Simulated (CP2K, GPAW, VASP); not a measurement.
SnSe: 3 runs at one level of theory

```
CELL_PARAMETERS angstrom
11.42000 0.00000 0.00000
0.00000 4.19000 0.00000
0.00000 0.00000 4.46000
ATOMIC_POSITIONS crystal
Sn 0.87700 0.75000 0.90900
Sn 0.62300 0.25000 0.40900
Sn 0.37700 0.75000 0.59100
Sn 0.12300 0.25000 0.09100
Se 0.64300 0.75000 0.98400
Se 0.85700 0.25000 0.48400
Se 0.14300 0.75000 0.51600
Se 0.35700 0.25000 0.01600
```

Alike in all runs: task single point; functional PBE; k mesh 3 × 6 × 6; occupations gaussian, width 0.011 eV; no spin polarisation; no spin-orbit coupling. Pressure is positive in compression and, in plane waves, holds the error of the finite cutoff.

```tsv
program and potentials	plane-wave cutoff (eV)	notes	pressure (GPa)	largest force (eV/Å)
GPAW, GPAW PAW data sets (gpaw-data 1.2.1)	600	10 valence electrons an atom on average	2.23	0.305
CP2K, POTENTIAL_UZH Sn GTH-PBE-q4, Se GTH-PBE-q6; TZVP-MOLOPT-PBE-GTH basis	-	atomic basis; 5 valence electrons an atom on average	3.42	0.385
VASP, PBE PAW files Se, Sn_d, 520 eV	520	10 valence electrons an atom on average	2.42	0.326
```

Force on atom 1 (Sn), eV/Å:

| program and potentials | x | y | z |
| --- | --- | --- | --- |
| GPAW, GPAW PAW data sets (gpaw-data 1.2.1) | 0.304 | 0.000 | -0.026 |
| CP2K, POTENTIAL_UZH Sn GTH-PBE-q4, Se GTH-PBE-q6; TZVP-MOLOPT-PBE-GTH basis | 0.384 | 0.000 | 0.027 |
| VASP, PBE PAW files Se, Sn_d, 520 eV | 0.326 | 0.000 | -0.010 |

The pressure spans 2.23 (GPAW, GPAW PAW data sets (gpaw-data 1.2.1)) to 3.42 GPa (CP2K, POTENTIAL_UZH Sn GTH-PBE-q4, Se GTH-PBE-q6; TZVP-MOLOPT-PBE-GTH basis). Rows in atomic bases carry the error of their basis and grid, which can be large.

The functional is the same throughout but for its coding, so the spread measures potentials, basis and numerics; runs on potential files found faulty are left out.
